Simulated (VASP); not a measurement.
# PbSe (Clausthalite) (Fm-3m) in VASP: notebook, part 2 of 2

VASP 6.6.1.

### 5 Single point, PBE exchange alone

This run uses another cell than the first one, of 28.67 Å³/atom, 1.020 times its volume.

Contents of INCAR:

```
  AGGAC = 0.0
  ALDAC = 0.0
  ALGO = Normal
  EDIFF = 1E-6
  ENCUT = 520
  GGA = PE
  ISIF = 2
  ISMEAR = -1
  LASPH = T
  LCHARG = F
  LREAL = F
  LWAVE = F
  NBANDS = 17
  NELM = 60
  PREC = Accurate
  SIGMA = 0.05
```

Contents of KPOINTS:

```
k-points
0
Gamma
  8 8 8
```

Contents of POSCAR:

```
PbSe
1.0
    0.0000000000      3.0606500000      3.0606500000
    3.0606500000      0.0000000000      3.0606500000
    3.0606500000      3.0606500000      0.0000000000
Pb Se
1 1
Direct
    0.0000000000      0.0000000000      0.0000000000
    0.5000000000      0.5000000000      0.5000000000
```

Potentials or basis: VASP PAW PBE potentials, release 64 (Pb_d, Se).

Launch:

```sh
> cat potpaw_PBE.64/Pb_d/POTCAR potpaw_PBE.64/Se/POTCAR > POTCAR
> mpirun -np 1 vasp_std > vasp.out
```

OUTCAR:

```text
EDIFF = 1E-6
   ENCUT = 520
   GGA = PE
   ISIF = 2
   ISMEAR = -1
   LASPH = T
   LREAL = F
   NELM = 60
   PREC = Accurate

 ion  position               nearest neighbor table
   1  0.000  0.000  0.000-   2 3.06   2 3.06   2 3.06   2 3.06   2 3.06   2 3.06
   2  0.500  0.500  0.500-   1 3.06   1 3.06   1 3.06   1 3.06   1 3.06   1 3.06

  LATTYP: Found a face centered cubic cell.
 ALAT       =     6.1213000000

  Lattice vectors:

 A1 = (   0.0000000000,   3.0606500000,   3.0606500000)
 A2 = (   3.0606500000,   0.0000000000,   3.0606500000)
 A3 = (   3.0606500000,   3.0606500000,   0.0000000000)

Analysis of symmetry for initial positions (statically):
=====================================================================
 Subroutine PRICEL returns:
 Original cell was already a primitive cell.

 Routine SETGRP: Setting up the symmetry group for a
 face centered cubic supercell.

 Subroutine GETGRP returns: Found 48 space group operations
 (whereof 48 operations were pure point group operations)
 out of a pool of 48 trial point group operations.

The static configuration has the point symmetry O_h .

Analysis of symmetry for dynamics (positions and initial velocities):
=====================================================================
 Subroutine PRICEL returns:
 Original cell was already a primitive cell.

 Routine SETGRP: Setting up the symmetry group for a
 face centered cubic supercell.

 Subroutine GETGRP returns: Found 48 space group operations
 (whereof 48 operations were pure point group operations)
 out of a pool of 48 trial point group operations.

The dynamic configuration has the point symmetry O_h .

 Subroutine INISYM returns: Found 48 space group operations
 (whereof 48 operations are pure point group operations),
 and found     1 'primitive' translations

----------------------------------------------------------------------------------------

                                     Primitive cell

  volume of cell :      57.3418

  direct lattice vectors                    reciprocal lattice vectors
     0.000000000  3.060650000  3.060650000    -0.163363991  0.163363991  0.163363991
     3.060650000  0.000000000  3.060650000     0.163363991 -0.163363991  0.163363991
     3.060650000  3.060650000  0.000000000     0.163363991  0.163363991 -0.163363991

  length of vectors
     4.328412740  4.328412740  4.328412740     0.282954733  0.282954733  0.282954733

  position of ions in fractional coordinates (direct lattice)
     0.000000000  0.000000000  0.000000000
     0.500000000  0.500000000  0.500000000

  ion indices of the primitive-cell ions
   primitive index   ion index
                 1           1
                 2           2

----------------------------------------------------------------------------------------

 KPOINTS: k-points

Automatic generation of k-mesh.
 Grid dimensions read from file:
 generate k-points for:    8    8    8

 Generating k-lattice:

  Cartesian coordinates                     Fractional coordinates (reciprocal lattice)
    -0.020420499  0.020420499  0.020420499     0.125000000  0.000000000  0.000000000
     0.020420499 -0.020420499  0.020420499     0.000000000  0.125000000  0.000000000
     0.020420499  0.020420499 -0.020420499     0.000000000  0.000000000  0.125000000

  Length of vectors
     0.035369342  0.035369342  0.035369342

  Shift w.r.t. Gamma in fractional coordinates (k-lattice)
     0.000000000  0.000000000  0.000000000

 Subroutine IBZKPT returns following result:
 ===========================================

 Found     29 irreducible k-points:

 Following reciprocal coordinates:
            Coordinates               Weight
  0.000000  0.000000  0.000000      1.000000
  0.125000  0.000000  0.000000      8.000000
  0.250000  0.000000  0.000000      8.000000
  0.375000  0.000000  0.000000      8.000000
  0.500000  0.000000  0.000000      4.000000
  0.125000  0.125000  0.000000      6.000000
[... 16 lines left out ...]
  0.500000  0.250000  0.125000     48.000000
 -0.375000  0.250000  0.125000     24.000000
 [... further k-points ...]
   k-points           NKPTS =     29   k-points in BZ     NKDIM =     29   number of bands    NBANDS=     17
   number of dos      NEDOS =    301   number of ions     NIONS =      2
   total plane-waves  NPLWV =  32768
   dimension x,y,z NGX =    32 NGY =   32 NGZ =   32
   dimension x,y,z NGXF=    64 NGYF=   64 NGZF=   64
   ions per type =               1   1
   NGX,Y,Z   is equivalent  to a cutoff of  12.29, 12.29, 12.29 a.u.
   NGXF,Y,Z  is equivalent  to a cutoff of  24.58, 24.58, 24.58 a.u.
 SYSTEM =  unknown system
   PREC   = accura    normal or accurate (medium, high low for compatibility)
   ISTART =      0    job   : 0-new  1-cont  2-samecut
   ICHARG =      2    charge: 1-file 2-atom 10-const
   ISPIN  =      1    spin polarized calculation?
   LNONCOLLINEAR =      F non collinear calculations
   LSORBIT =      F    spin-orbit coupling
   LASPH  =      T    aspherical Exc in radial PAW
   ENCUT  =  520.0 eV  38.22 Ry    6.18 a.u.   8.05  8.05  8.05*2*pi/ulx,y,z
   NELM   =     60;   NELMIN=  2; NELMDL= -5     # of ELM steps
   EDIFF  = 0.1E-05   stopping-criterion for ELM
   LREAL  =      F    real-space projection
   EDIFFG = 0.1E-04   stopping-criterion for IOM
   NSW    =      0    number of steps for IOM
   IBRION =     -1    ionic relax: 0-MD 1-quasi-New 2-CG
   NFREE  =      0    steps in history (QN), initial steepest desc. (CG)
   ISIF   =      2    stress and relaxation
   ISYM   =      2    0-nonsym 1-usesym 2-fastsym
   POTIM  = 0.5000    time-step for ionic-motion
   TEBEG  =    0.0;   TEEND  =   0.0 temperature during run
   PSTRESS=    0.0 pullay stress
   NELECT =      20.0000    total number of electrons
   NUPDOWN=      -1.0000    fix difference up-down
   EMIN   =  10.00;   EMAX   =-10.00  energy-range for DOS
   EFERMI =   0.00;   METHOD = LEGACY
   ISMEAR =    -1;   SIGMA  =   0.05  broadening in eV -4-tet -1-fermi 0-gaus
   EFERMI_NEDOS =   21; number of points for ismear=-14 and -15
   IALGO  =     38    algorithm
   IMIX   =      4    mixing-type and parameters
     AMIX     =   0.40;   BMIX     =  1.00
     AMIX_MAG =   1.60;   BMIX_MAG =  1.00
  volume/ion in A,a.u.               =      28.67       193.48
  Fermi-wavevector in a.u.,A,eV,Ry     =   1.152377  2.177676 18.068159  1.327972
  Thomas-Fermi vector in A             =   2.289028
   LORBIT       =      0    0 simple, 1 ext, 2 COOP (PROOUT), +10 PAW based schemes
   GGA     = PE    functional components
   LHFCALC =     F    Hartree Fock is set to
   AEXX    =    0.0000 exact exchange contribution
   IVDW    =     0    specifies the selected vdW correction
   LEPSILON=     F    determine dielectric tensor
   LRPA    =     F    only Hartree local field effects (RPA)
 non-spin polarized calculation
  energy-cutoff  :      520.00
  volume of cell :       57.34
 maximum number of plane-waves:      1572
   NGX = 17   NGY = 17   NGZ = 17

 number of electron      20.0000000 magnetization

 Free energy of the ion-electron system (eV)
  ---------------------------------------------------
  ext. energy  EPLUGINS =         0.00000000
  ---------------------------------------------------
  free energy    TOTEN  =        -5.74359966 eV

  energy without entropy =       -5.74347930  energy(sigma->0) =       -5.74353948

 E-fermi :   6.7651     XC(G=0):  -7.8993

 val. band max:        6.5551014032   @ k =   0.5000   0.0000   0.0000
 cond. band min:       6.9751443538   @ k =   0.5000   0.0000   0.0000
 fundamental gap:      0.4200429506
 Fermi energy:         6.7651484136

 k-point     1 :       0.0000    0.0000    0.0000
  band No.  band energies     occupation
      1     -10.1442      2.00000
      2     -10.1442      2.00000
      3     -10.1442      2.00000
      4     -10.1400      2.00000
      5     -10.1400      2.00000
      6      -7.0201      2.00000
[... 9 lines left out ...]
     16      13.2685      0.00000
     17      15.1535      0.00000
[... 441 lines left out ...]
 k-point    24 :      -0.3750    0.2500    0.1250
  band No.  band energies     occupation
      1     -10.1995      2.00000
      2     -10.1530      2.00000
      3     -10.1333      2.00000
      4     -10.1234      2.00000
      5     -10.1083      2.00000
      6      -5.7634      2.00000
[... 9 lines left out ...]
     16      17.5179      0.00000
     17      17.7281      0.00000

 [... further k-points ...]

------------------------ aborting loop because EDIFF is reached ----------------------------------------

  FORCE on cell =-STRESS in cart. coord.  units (eV):
  Direction    XX          YY          ZZ          XY          YZ          ZX
  --------------------------------------------------------------------------------------
  -------------------------------------------------------------------------------------
  Total        4.0911862      4.0911862      4.0911862     -0.0000000      0.0000000      0.0000000
  in kB      114.3112099    114.3112099    114.3112099     -0.0000000      0.0000000      0.0000000
  external PRESSURE =     114.3112099 kB  Pullay stress =       0.0000000 kB

 VOLUME and BASIS-vectors are now :
 -----------------------------------------------------------------------------
  energy-cutoff  :      520.00
  volume of cell :       57.34
      direct lattice vectors                 reciprocal lattice vectors
     0.000000000  3.060650000  3.060650000    -0.163363991  0.163363991  0.163363991
     3.060650000  0.000000000  3.060650000     0.163363991 -0.163363991  0.163363991
     3.060650000  3.060650000  0.000000000     0.163363991  0.163363991 -0.163363991

 POSITION                                       TOTAL-FORCE (eV/Angst)
 -----------------------------------------------------------------------------------
      0.00000      0.00000      0.00000         0.000000     -0.000000     -0.000000
      3.06065      3.06065      3.06065         0.000000      0.000000      0.000000
 -----------------------------------------------------------------------------------
    total drift:                                0.000000     -0.000000     -0.000000

  FREE ENERGIE OF THE ION-ELECTRON SYSTEM (eV)
  ---------------------------------------------------
  free  energy   TOTEN  =        -5.7435996557 eV

  energy  without entropy=       -5.7434793029  energy(sigma->0) =       -5.74353948
```

stdout:

```text
POSCAR found type information on POSCAR PbSe
 POSCAR found :  2 types and       2 ions
 scaLAPACK will be used
 LDA part: xc-table for (Slater+PW92), standard interpolation
 POSCAR, INCAR and KPOINTS ok, starting setup
 FFT: planning ... GRIDC
 FFT: planning ... GRID_SOFT
 FFT: planning ... GRID
 WAVECAR not read
 entering main loop
```

Run time: 18 s. Hardware: 1 thread of Intel Xeon Platinum 8375C at 2.90GHz (Ice Lake), shared host; peak memory 0.18 GiB.

Results:

```yaml
Free_energy: -5.7436 eV
Pressure: 11.4 GPa
Band_gap_on_the_k_mesh: 0.42 eV, direct
```

Caveat: spin-orbit coupling is left out, which moves the levels of the heavy elements.

### 6 Summary

| level | potentials or basis | cell | gap on the mesh (eV) | pressure (GPa) |
| --- | --- | --- | --- | --- |
| BLYP+D4 | VASP PAW PBE potentials, release 64 (Pb_d, Se) | a = 4.299 Å, angles 60.0°, 2 atoms | 0.33 | 3.1 |
| SVWN5 | VASP PAW PBE potentials, release 64 (Pb_d, Se) | a = 4.269 Å, angles 60.0°, 2 atoms | 0.05 | 0.1 |
| LDA | VASP PAW LDA potentials, release 64 (Pb_d, Se) | a = 4.270 Å, angles 60.0°, 2 atoms | 0.02 | 0.1 |
| PBE exchange alone | VASP PAW PBE potentials, release 64 (Pb_d, Se) | a = 4.328 Å, angles 60.0°, 2 atoms | 0.42 | 11.4 |

Alike in all rows: task single point; no spin polarisation; k mesh 8 × 8 × 8; cutoff (eV) 520; smearing fermi-dirac 0.05 eV.

Caveats: spin-orbit coupling is left out, which moves the levels of the heavy elements; the PAW data sets were made with another functional, which shifts forces and pressure a little (some runs).

Total energies depend on the potentials used, so only differences within one code and one set of settings carry meaning.

### 7 Against experiment

Step 3. A measured gap of PbSe is 0.28 eV (direct; 300 K; a printed reference work, monograph); the calculated 0.05 eV misses it by -0.23 eV. 2 values of this kind are on record (0.15 to 0.28 eV); this one was drawn at random. Spin-orbit coupling on Pb, Se is left out. The value is that of SVWN5 on a finite k mesh, which can miss the band edges, without temperature or zero-point motion.

Step 4. A measured gap of PbSe is 0.28 eV (direct; 300 K; a printed reference work, monograph); the calculated 0.02 eV misses it by -0.26 eV. 2 values of this kind are on record (0.15 to 0.28 eV); this one was drawn at random. Spin-orbit coupling on Pb, Se is left out. The value is that of LDA on a finite k mesh, which can miss the band edges, without temperature or zero-point motion. Semilocal functionals fall short of measured gaps as a rule.
